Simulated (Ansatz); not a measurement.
## BaTiO3: energy along a strain

BaTiO3, Pm-3m, a = 4.019 Å. The structure is a COD entry; whether it is the stable form wasn't checked. Ansatz: PBE, PAW, 420 eV, Γ-centred 8×8×8 mesh on 5 atoms, Gaussian smearing 0.05 eV; no spin polarisation. Cell vectors (Å): 4.019 0.000 0.000; 0.000 4.019 0.000; 0.000 0.000 4.019. The cell is strained by x per cent times the pattern (0 0 0 1 0 0) in the order xx yy zz yz xz xy (engineering shears), with fractional coordinates held. y is the free energy over the start, V0 = 12.986 Å³/atom. Symmetry makes y even in x. Points with a strain past 8.5 % were computed too (4) and aren't used here.

```
x (%) y (meV/atom)
-7.50         27.36
 0.00          0.00
 1.87          1.67
 3.75             ?
 5.62         15.32
```

Q: Fit y = c2 x² + c4 x⁴ to the other rows, get the stiffness along the pattern, and predict the missing energy.

A: Least squares on the rows shown. y = 0.48295 x² + 6.1705×10⁻⁵ x⁴. The clamped-ion stiffness p·C·p = 2 × 4.829 eV × 160.2 / 12.986 Å³ = 119 GPa, which is C44 in these axes. At x = 3.75 the fit asked for gives 6.80 meV/atom. The run gave 6.80 meV/atom, the same to the digits shown.

Symmetry holds off the tilts and polar distortions that many cubic perovskites undergo.

Cost: 9 runs of about 3.3 core-minutes in all, on AMD EPYC 7R43 (Zen 3) (shared hosts).